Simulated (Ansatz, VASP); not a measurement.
## One calculation of CaSe, two programs

The input INCAR:

```
PREC     = Accurate       # precision mode
ENCUT    = 520            # plane-wave cutoff, eV
EDIFF    = 1E-6           # SCF threshold, eV
ISMEAR   = -1             # smearing method
SIGMA    = 0.03           # smearing width, eV
LREAL    = F              # projectors in reciprocal space
LASPH    = T              # aspherical terms in the spheres
NELM     = 60             # most SCF steps
ALGO     = Normal         # electronic algorithm
ISIF     = 2              # what is computed and relaxed
LWAVE    = F              # write WAVECAR
LCHARG   = T              # write CHGCAR
GGA      = PS             # functional
LELF     = T              # ELF
LVHAR    = T            
NBANDS   = 15             # bands
```

File KPOINTS:

```
regular mesh
0
Gamma
  7 7 7
```

Contents of POSCAR:

```
CaSe
1.0
    0.0000000000      2.9702381052      2.9702381052
    2.9702381052      0.0000000000      2.9702381052
    2.9702381052      2.9702381052      0.0000000000
Ca Se
1 1
Direct
   -0.0900000000     -0.0900000000      0.0900000000
    0.5900000000      0.5900000000      0.4100000000
```

Input for Ansatz:

```yaml
crystal:
  lattice:
    - [0.0, 2.9702381052, 2.9702381052]
    - [2.9702381052, 0.0, 2.9702381052]
    - [2.9702381052, 2.9702381052, 0.0]
  atoms:
    - { symbol: Ca, position: [-0.09, -0.09, 0.09] }
    - { symbol: Se, position: [0.59, 0.59, 0.41] }
kpoints:
  mp_grid: { grid: [7, 7, 7] }
scf:
  occupations: { method: fermi_dirac, width: 0.03 }
hamiltonian:
  xc: pbesol
  pseudopotentials: { kind: paw }
output:
  forces: true
  stress: true
  eigenvalues: true
  populations: true
```

Change from the starting cell: shortest bond scaled by 0.64, PAW files.

Alike in both runs: task single point; functional PBEsol; k mesh 7 × 7 × 7; occupations fermi-dirac, width 0.03 eV; no spin polarisation.

|  | VASP | Ansatz |
| --- | --- | --- |
| version | VASP 6.6.1 | Ansatz 0.2.0 |
| potentials or method | VASP PAW PBE potentials, release 64 (Ca_sv, Se) | PAW with Ansatz's default frozen-core files, scalar-relativistic |
| plane-wave cutoff (eV) | 520 | 420 |
| valence electrons in the cell | 16 | 26 |

VASP gave:

```
gap on the k mesh at the Fermi level (eV)       : 2.22
pressure (GPa)                                  : 36.4
largest component of the traceless stress (GPa) : 80.31
rms of the force components (eV/Å)              : 12.117
```

Problem. Which values does Ansatz return?

Solution. gap on the k mesh at the Fermi level (eV): 2.24; pressure (GPa): 35.4; largest component of the traceless stress (GPa): 78.50; rms of the force components (eV/Å): 11.847.

Atom by atom the forces differ by 0.270 eV/Å (rms over components). With one functional, cell and mesh, what is left measures potentials, basis and numerics. The two sets of potentials don't hold the same shells in valence.

Caveats: so large a pressure means that the cell lies far from this level's equilibrium, or that cutoff or potentials fall short (VASP); the potentials were made for another functional, which shifts forces and pressure (VASP); an odd mesh through Γ misses points on the zone boundary, where band edges often lie.
